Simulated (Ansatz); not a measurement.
# TaN (P6/mmm) in Ansatz: single point with B3LYP

Aim: the single point of TaN with B3LYP.

Program: Ansatz 0.2.0. These are calculated values, not measurements. Logs are shortened: lines on timing, memory, paths and dates and some standing lists are left out, and cuts for length are marked.

**1. The structure**

Symmetry: P6/mmm, No. 191, hexagonal system. Conventional cell: a = 5.191 Å, b = 5.191 Å, c = 2.908 Å, α = 90.00°, β = 90.00°, γ = 120.00°. Around Ta (site symmetry -6m2) lie 6 N at 2.09 Å. Ta (site symmetry 6/mmm) has 6 N at 2.60 Å and 2 Ta at 2.91 Å as nearest neighbours. N (site symmetry mmm) has 4 Ta at 2.09 Å as nearest neighbours.

**2. Single point, B3LYP**

Contents of input.yaml:

```yaml
crystal:
  lattice:
    - [5.191, 0.0, 0.0]
    - [-2.5955, 4.495537871, 0.0]
    - [0.0, 0.0, 2.908]
  atoms:
    - { symbol: Ta, position: [0.6666666667, 0.3333333333, 0.5] }
    - { symbol: Ta, position: [0.3333333333, 0.6666666667, 0.5] }
    - { symbol: Ta, position: [0.0, 0.0, 0.0] }
    - { symbol: "N", position: [0.0, 0.5, 0.0] }
    - { symbol: "N", position: [0.5, 0.5, 0.0] }
    - { symbol: "N", position: [0.5, 0.0, 0.0] }
hamiltonian:
  xc: b3lyp
  pseudopotentials: { kind: paw }
kpoints:
  mp_grid: { grid: [4, 4, 5] }
scf:
  occupations: { method: fermi_dirac, width: 0.05 }
output:
  forces: true
  stress: true
  eigenvalues: true
```

Potentials or basis: Ansatz PAW.

The run is started by

```console
$ ansatz run input.yaml --threads 2 --pin off --max-ram 5632MiB --backend cpu --events-out ev --progress --plain --runs-dir out
```

The program printed:

```text
Warning: output.stress: scf.convergence.dr2_threshold = 1e-7 eV (the SCF's general default) is looser than the 6e-10 eV advised for a printed stress (1e-10 eV for each atom of the cell: 6). What an SCF threshold leaves in a stress goes as its square root, and in the free energy as the threshold itself, and one threshold admits the most on a small cell: of the crystals measured, under no hybrid functional and no lock of the moments, on runs that ended without the residual-converged pass, on stresses that held no estimate of that error, the worst erred by over 100 MPa in a component at 1e-7 eV an atom and by under 5 at 1e-10. Set scf.convergence.dr2_threshold to 6e-10 eV or tighter. The threshold is an SCF's pass mark: one that does not reach it within its budget of iterations ends unconverged, or closes short of it on a stop that the run arms, and scf.convergence.dr2_threshold's page says what that costs each kind of run
Warning: output.stress: scf.exx.energy_threshold = 1e-6 eV is looser than the 6e-8 eV advised for a stress under a hybrid functional (1e-8 eV for each atom of the cell: 6). Every SCF of the exchange loop can meet its threshold on dr2 while the loop round them stops early: no threshold on dr2 bounds what that leaves in the stress. Set scf.exx.energy_threshold to 6e-8 eV or tighter. The threshold is the loop's pass mark: a loop that does not reach it within its budget of cycles ends unconverged, and scf.exx.energy_threshold's page has the law
Warning: RAYON_NUM_THREADS=2 ignored (pool sized by the plan → 2); use --threads N
Engine: ansatz 0.2.0, x86_64-unknown-linux-gnu
Pseudopotentials: kind: paw
Pseudopotential: Ta, paw, valence charge 13, recommended cutoff 420 eV (normal), Ta.paw.azcp
Pseudopotential: N, paw, valence charge 5, recommended cutoff 420 eV (normal), N.paw.azcp
Functional definition: B3LYP
  parameter a0 = 0.2
  parameter ax = 0.72
  parameter ac = 0.81
  exchange = (1 - a0 - ax)*slater_x + ax*b88_x + a0*exact_x
  correlation = (1 - ac)*vwn_rpa_c + ac*lyp_c
Crystal: 6 atoms, lattice volume = 67.862 Å³
Basis set: ecut = 420 eV, 1287 PW (Γ), exchange–correlation on 72×72×40 points (8 copies of the dense FFT grid, shifted against one another)
Bands: 33, of which v1, the nominal top of the filled ones, is band 27 counted from 1 (26 counted from 0)
Symmetry: 24 space group operations
Space group: P6/mmm (ITA 191), of the structure as read, at distance tolerance 4.1e-5 Å
k-points: 12 of 80
Non-local potential: Ta, projectors of the file, l = 0: 3, l = 1: 2, l = 2: 2, l = 3: 1
Non-local potential: N, projectors of the file, l = 0: 2, l = 1: 2, l = 2: 1
PAW form: soft (Blöchl's): semilocal exchange-correlation on the pseudo side does not see the compensation charge
PAW frozen core: Ta, regenerated for the run's functional, and the local potential with it (the file was generated under x = pbe(κ = 0.804, μ = 0.2195149727645171), c = pbe(β = 0.06672455060314922))
PAW frozen core: N, regenerated for the run's functional, and the local potential with it (the file was generated under x = pbe(κ = 0.804, μ = 0.2195149727645171), c = pbe(β = 0.06672455060314922))
PAW one-centre angular grid: Ta, 590 points (default); XC on 64 Gauss nodes
PAW one-centre angular grid: N, 110 points (default); XC on 64 Gauss nodes
Initial density: superposition of atomic densities (neutral atoms: chi_scale 0, normalization atom), corrected by the library's trained network
Initial wavefunctions: pseudopotential atomic-orbital guess
Functional: x = 0.1 slater + 0.9 b88, c = 0.19 vwn_rpa + 0.81 lyp, warm-up for x = 0.08 slater + 0.72 b88 + 0.2 exact, c = 0.19 vwn_rpa + 0.81 lyp
SCF iter   1: F=—  HF=-30997.999272 eV  |F-HF|=—  |Δ(HF+E_count)|=         —  Δρ=3.07e-2  dr2=6.82e-1  ethr=1.77e-3  ⟨swp⟩=5.3  Hψ=1600  notcnv=0
preconditioner: auto → none  [insulator: Δε(μ)=0.179 eV  Ē_g=9.388 eV  σ=0.050 eV  W_gap=0.56  n_scr=26 (ndim 8)  ℏωp=24.7 eV  f_vac=0.000  D(μ)=2.36/eV (n_scr^D=14)]
iter 2 solved again at ethr=6.71e-6 eV; its pass at ethr=1.26e-3 eV (dr2=3.62e-3 eV) is discarded
SCF iter   2: F=—  HF=-30997.836539 eV  |F-HF|=—  |Δ(HF+E_count)|=   1.63e-1  Δρ=3.37e-3  dr2=3.88e-3  ethr=6.71e-6  ⟨swp⟩=5.2  Hψ=2104  notcnv=0  defer=2
SCF iter   3: F=—  HF=-30997.837053 eV  |F-HF|=—  |Δ(HF+E_count)|=   5.14e-4  Δρ=1.60e-3  dr2=8.39e-4  ethr=6.71e-6  ⟨swp⟩=2.2  Hψ=731  notcnv=0  defer=1
SCF iter   4: F=—  HF=-30997.837522 eV  |F-HF|=—  |Δ(HF+E_count)|=   4.69e-4  Δρ=3.31e-4  dr2=8.97e-5  ethr=1.55e-6  ⟨swp⟩=3.8  Hψ=911  notcnv=0
SCF iter   5: F=—  HF=-30997.837504 eV  |F-HF|=—  |Δ(HF+E_count)|=   1.86e-5  Δρ=7.56e-5  dr2=3.64e-6  ethr=1.66e-7  ⟨swp⟩=3.1  Hψ=849  notcnv=0
SCF iter   6: F=—  HF=-30997.837504 eV  |F-HF|=—  |Δ(HF+E_count)|=   3.50e-7  Δρ=1.87e-5  dr2=2.78e-7  ethr=6.74e-9  ⟨swp⟩=4.0  Hψ=1033  notcnv=0
SCF iter   7: F=—  HF=-30997.837504 eV  |F-HF|=—  |Δ(HF+E_count)|=   6.61e-8  Δρ=5.86e-6  dr2=2.48e-8  ethr=5.16e-10  ⟨swp⟩=3.2  Hψ=831  notcnv=0
SCF iter   8: F=-30997.837504 eV  HF=-30997.837504 eV  |F-HF|=5.46e-11  |Δ(HF+E_count)|=   3.33e-9  Δρ=4.88e-7  dr2=1.33e-10  ethr=4.59e-11  ⟨swp⟩=3.9  Hψ=930  notcnv=0
SCF 1 converged in 8 iterations: F = -30997.837504 eV  dr2 = 1.33e-10
Initial density: handed on by an earlier stage of this run
Initial wavefunctions: those handed on with the density
Functional: x = 0.08 slater + 0.72 b88 + 0.2 exact, c = 0.19 vwn_rpa + 0.81 lyp
Frozen-core exchange: fock
iter 1 solved again at ethr=6.72e-5 eV; its pass at ethr=1.00e-1 eV (dr2=3.63e-2 eV) is discarded
SCF iter   1: F=—  HF=-30994.204717 eV  |F-HF|=—  |Δ(HF+E_count)|=         —  Δρ=8.72e-3  dr2=6.61e-2  ethr=6.72e-5  ⟨swp⟩=4.6  Hψ=1975  notcnv=0
eigensolver tolerance schedule calibrated: the retry pair's looser diagonalisation under-reported the residual by θ = 0.42 (0.13/decade); ethr = c·dr2/N_el runs at the constant in force after the calibration composes with the one it found (an armed cap, an earlier calibration), c = 5.6e-2
preconditioner: auto → none  [insulator: Δε(μ)=0.164 eV  Ē_g=11.168 eV  σ=0.050 eV  W_gap=0.67  n_scr=26 (ndim 8)  ℏωp=24.7 eV  f_vac=0.000  D(μ)=1.11/eV (n_scr^D=6)]
SCF iter   2: F=—  HF=-30994.181500 eV  |F-HF|=—  |Δ(HF+E_count)|=   2.32e-2  Δρ=5.34e-3  dr2=1.36e-2  ethr=6.54e-5  ⟨swp⟩=3.8  Hψ=1173  notcnv=0
SCF iter   3: F=—  HF=-30994.178247 eV  |F-HF|=—  |Δ(HF+E_count)|=   3.25e-3  Δρ=1.57e-3  dr2=3.88e-3  ethr=1.25e-5  ⟨swp⟩=3.9  Hψ=961  notcnv=0
SCF iter   4: F=—  HF=-30994.177895 eV  |F-HF|=—  |Δ(HF+E_count)|=   3.52e-4  Δρ=9.23e-4  dr2=2.72e-3  ethr=2.18e-6  ⟨swp⟩=4.0  Hψ=855  notcnv=0
SCF iter   5: F=—  HF=-30994.177657 eV  |F-HF|=—  |Δ(HF+E_count)|=   2.39e-4  Δρ=3.57e-4  dr2=1.71e-3  ethr=1.03e-6  ⟨swp⟩=3.7  Hψ=834  notcnv=0
SCF iter   6: F=—  HF=-30994.195169 eV  |F-HF|=—  |Δ(HF+E_count)|=   1.75e-2  Δρ=1.24e-3  dr2=1.39e-3  ethr=4.21e-8  ⟨swp⟩=6.0  Hψ=1674  notcnv=0
SCF iter   7: F=—  HF=-30994.194735 eV  |F-HF|=—  |Δ(HF+E_count)|=   4.34e-4  Δρ=2.32e-4  dr2=1.10e-4  ethr=4.21e-8  ⟨swp⟩=4.9  Hψ=1272  notcnv=0
SCF iter   8: F=—  HF=-30994.194724 eV  |F-HF|=—  |Δ(HF+E_count)|=   1.10e-5  Δρ=3.17e-5  dr2=7.74e-5  ethr=3.12e-8  ⟨swp⟩=3.2  Hψ=885  notcnv=0
SCF iter   9: F=—  HF=-30994.195336 eV  |F-HF|=—  |Δ(HF+E_count)|=   6.12e-4  Δρ=2.19e-4  dr2=4.34e-5  ethr=3.92e-10  ⟨swp⟩=6.5  Hψ=1822  notcnv=0
SCF iter  10: F=-30994.195323 eV  HF=-30994.195323 eV  |F-HF|=4.03e-7  |Δ(HF+E_count)|=   1.31e-5  Δρ=1.50e-5  dr2=5.50e-6  ethr=3.92e-10  ⟨swp⟩=5.1  Hψ=1470  notcnv=0
SCF 2 stopped early in 10 iterations: F = -30994.195323 eV  dr2 = 5.50e-6
hybrid outer 1: dexx = +2.096e-2 eV, tail = 2.73e-5 eV
Frozen-core exchange: fock
SCF iter   1: F=—  HF=-30994.195155 eV  |F-HF|=—  |Δ(HF+E_count)|=         —  Δρ=9.03e-5  dr2=1.13e-5  ethr=2.53e-7  ⟨swp⟩=4.9  Hψ=970  notcnv=0
preconditioner: auto → none  [insulator: Δε(μ)=0.292 eV  Ē_g=11.089 eV  σ=0.050 eV  W_gap=0.88  n_scr=26 (ndim 8)  ℏωp=24.7 eV  f_vac=0.000  D(μ)=0.59/eV (n_scr^D=0)]
SCF iter   2: F=—  HF=-30994.195153 eV  |F-HF|=—  |Δ(HF+E_count)|=   1.76e-6  Δρ=1.60e-5  dr2=6.76e-6  ethr=8.93e-9  ⟨swp⟩=3.1  Hψ=872  notcnv=0
SCF iter   3: F=—  HF=-30994.195309 eV  |F-HF|=—  |Δ(HF+E_count)|=   1.55e-4  Δρ=4.43e-5  dr2=1.49e-6  ethr=1.70e-10  ⟨swp⟩=5.2  Hψ=1440  notcnv=0
SCF iter   4: F=—  HF=-30994.195308 eV  |F-HF|=—  |Δ(HF+E_count)|=   3.87e-7  Δρ=5.80e-6  dr2=1.43e-7  ethr=1.70e-10  ⟨swp⟩=5.0  Hψ=1193  notcnv=0
SCF iter   5: F=—  HF=-30994.195309 eV  |F-HF|=—  |Δ(HF+E_count)|=   9.18e-7  Δρ=1.05e-5  dr2=7.12e-8  ethr=1.13e-11  ⟨swp⟩=5.4  Hψ=1372  notcnv=0
SCF iter   6: F=-30994.195309 eV  HF=-30994.195309 eV  |F-HF|=3.49e-10  |Δ(HF+E_count)|=   1.60e-8  Δρ=9.87e-7  dr2=1.29e-8  ethr=1.13e-11  ⟨swp⟩=4.4  Hψ=1041  notcnv=0
SCF 3 converged in 6 iterations: F = -30994.195309 eV  dr2 = 1.29e-8
  Residual-converged pass: ⟨swp⟩=2.9  Hψ=767  notcnv=0  max |occ|·‖R‖ = 2.4e-6 eV (tolerance 2.4e-6 eV)  dr2=1.29e-8  dr2_onsite=1.62e-11  max |Δocc| = 4.3e-13
hybrid outer 2: dexx = +5.984e-6 eV, tail = 3.38e-8 eV, Δε = 8.70e-3 eV (about 2.73e-4 eV left of the loop's levels)
hybrid SCF converged: 2 outer / 16 inner (+8 warm-up), last move |dexx| = 5.98e-6 eV, tail = 3.38e-8 eV
Stability not checked: this state was not tested for a lower state beside it, because the functional holds exact exchange (a hybrid, or Hartree-Fock), whose exchange loop this test does not read (fock_operator; see scf.lower_state_search)
Free energy (F): -30994.195309 eV
Frozen-core exchange: fock
Harris-Foulkes:  -30994.195309 eV  (|F-HF|=3.49e-10)
Internal energy: -30994.189421 eV  (E = F + TS)
E sigma→0 (E₀):  -30994.192365 eV
Entropy (-TS):   -0.005889 eV (-0.981 meV/atom)
Fermi energy:    19.692832 eV
--- Per-component energies (eV) ---
  E_band       = -299.729501
  E_kinetic    = 1501.329119
  E_local      = -2068.035670  (includes V_loc(G=0)·N_el)
  E_nonlocal   = 187.520876
  E_hartree    = 707.752400
  E_xc         = -682.449867
  E_vxc        = -684.366384  (∫ρ·V_xc dr)
  E_exx        = -137.300939  (= α·E_x^exact, valence–valence)
  E_paw        = -25633.321248  (= ΣΔE_a)
  E_vpaw       = -377.081219  (= ΣTr[D̂ρ^β])
  E_aug_tail   = 0.000956  (compensation charges beyond the density's cutoff)
  E_ewald      = -4862.111011
  E_core_change = -7.574036  (= ΣΔE_core)
  E_smearing   = -0.005889  (= −TS)
  E_closure    = -0.000001  (closes the sum)
  Σ components = -30994.195309   (vs F -30994.195309, Δ=0.00e0)
--- Forces (eV/Å), atoms counted from 1 ---
  atom   1  Ta     0.00000000     0.00000000     0.00000000
  atom   2  Ta    -0.00000000    -0.00000000     0.00000000
  atom   3  Ta     0.00000000     0.00000000     0.00000000
  atom   4  N      0.00000000     0.00000000     0.00000000
  atom   5  N      0.00000000     0.00000000     0.00000000
  atom   6  N     -0.00000000     0.00000000     0.00000000
  max |Σ_I F_I| component: 4.63e-18 eV/Å
--- Stress (GPa, compression-positive) ---
       12.681304       0.000000       0.000000
        0.000000      12.681304       0.000000
        0.000000       0.000000      10.213627
  P = ⅓ Tr σ = 11.8587 GPa (118.587 kbar)
--- Band table (eV; the first three rows and the last of 12) ---
  k-point 0: bands = ["-52.9853", "-52.9325", "-52.3465", "-18.8035", "-18.8035", "-18.3568", "-18.3568", "-18.1461", "-17.9829", "-17.8394", "-17.8394", "-16.9755", "-0.6404", "2.7306", "2.7306", "8.2711", "11.6223", "11.6223", "12.5712", "12.5712", "13.4234", "15.7584", "15.8812", "15.8812", "16.7124", "17.2541", "18.5097", "18.5097", "21.3082", "21.3082", "21.9502", "22.8450", "22.8450"]
  k-point 1: bands = ["-52.9672", "-52.9145", "-52.3311", "-18.7434", "-18.7434", "-18.5170", "-18.3185", "-18.2930", "-18.2930", "-17.8268", "-17.8268", "-17.2428", "0.2522", "2.3185", "2.3185", "9.7350", "11.5495", "11.5495", "12.3470", "12.3470", "12.4955", "14.5607", "14.5607", "16.6390", "16.8809", "19.1100", "19.4344", "19.4344", "19.8733", "19.8733", "22.3956", "23.4871", "23.4871"]
  k-point 2: bands = ["-52.9377", "-52.8853", "-52.3059", "-19.0732", "-18.8283", "-18.6436", "-18.6436", "-18.1820", "-18.1820", "-17.8139", "-17.8139", "-17.6566", "1.6700", "1.6700", "1.9480", "10.0771", "10.7549", "10.7549", "12.2418", "12.2418", "12.5599", "14.8176", "14.8176", "16.7638", "16.7638", "17.1987", "20.6967", "21.2272", "21.2272", "22.6109", "23.2934", "23.2934", "24.1332"]
  k-point 11: bands = ["-52.9203", "-52.9028", "-52.3061", "-19.0070", "-18.9171", "-18.6977", "-18.5038", "-18.3309", "-18.1310", "-17.8098", "-17.8012", "-17.6398", "1.6188", "1.8686", "2.0150", "10.2853", "10.9077", "11.4068", "11.8833", "12.0206", "12.6107", "13.3868", "14.7076", "15.2057", "16.8131", "17.3194", "18.2853", "22.3870", "22.6652", "22.9354", "23.4833", "23.8261", "23.9072"]
```

Run time: 26 s. Hardware: 2 threads of Intel Xeon at 2.70GHz, shared host; peak memory 1.2 GiB.

What came out:

```yaml
Free_energy: -30994.1953 eV
Pressure: 11.9 GPa
Band_gap_on_the_k_mesh: none (metal or under the smearing width)
```

Levels at points of the mesh, in eV from the Fermi level:
```
            k point  band 24  band 25  band 26  band 27  band 28  band 29  band 30  band 31
 (0.00, 0.00, 0.00)    -3.81    -2.98    -2.44    -1.18    -1.18     1.62     1.62     2.26
(0.00, -0.50, 0.00)    -4.04    -3.71    -1.95    -0.65     2.13     2.71     2.72     3.13
```

Caveat: the k mesh is coarse (spacing up to 0.43 Å⁻¹), so the values aren't converged, least of all with exact exchange; the pressure holds a Pulay correction of +0.4 GPa for the finite cutoff; the PAW data sets come from PBE, with cores solved anew for the run's functional, which leaves a small shift of forces and pressure; the thresholds are loose for stress. Spin-orbit coupling is left out, which matters for the levels of Ta.
